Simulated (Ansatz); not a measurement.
A run of Ansatz 0.2.0 is set up as follows.

File input.yaml:

```yaml
crystal:
  lattice:
    - [1.5054695445, 0.8691832468, 2.4399269062]
    - [-1.5054695445, 0.8691832468, 2.4399269062]
    - [0.0, -1.7383664936, 2.4399269062]
  atoms:
    - { symbol: Co, position: [0.0, 0.0, 0.0], spin: 2.0 }
    - { symbol: O, position: [0.5, 0.5, 0.5] }
hamiltonian:
  xc: pbe
  pseudopotentials: { kind: paw }
magnetization:
  spin_polarized: true
kpoints:
  mp_grid: { grid: [11, 11, 11] }
scf:
  occupations: { method: gaussian, width: 0.021 }
output:
  forces: true
  stress: true
  eigenvalues: true
```

Potentials or basis: Ansatz PAW.

Command:

```console
$ ansatz run input.yaml --threads 2 --pin off --max-ram 5632MiB --backend cpu --events-out ev --progress --plain --runs-dir out
```

(1) Predict the band gap on the k mesh.

(2) Predict the net moment.

(3) What does it give for the pressure?

## Answers

(1) none (metal or under the smearing width).

(2) 2.94 μB per cell.

(3) 0.0 GPa.

Caveat: the pressure holds a Pulay correction of +0.7 GPa for the finite cutoff; a cell with one magnetic atom can't hold antiferromagnetic order, which such compounds often take; semilocal functionals often make such compounds metallic where correlation or magnetic order opens a gap, which also shifts bond lengths.
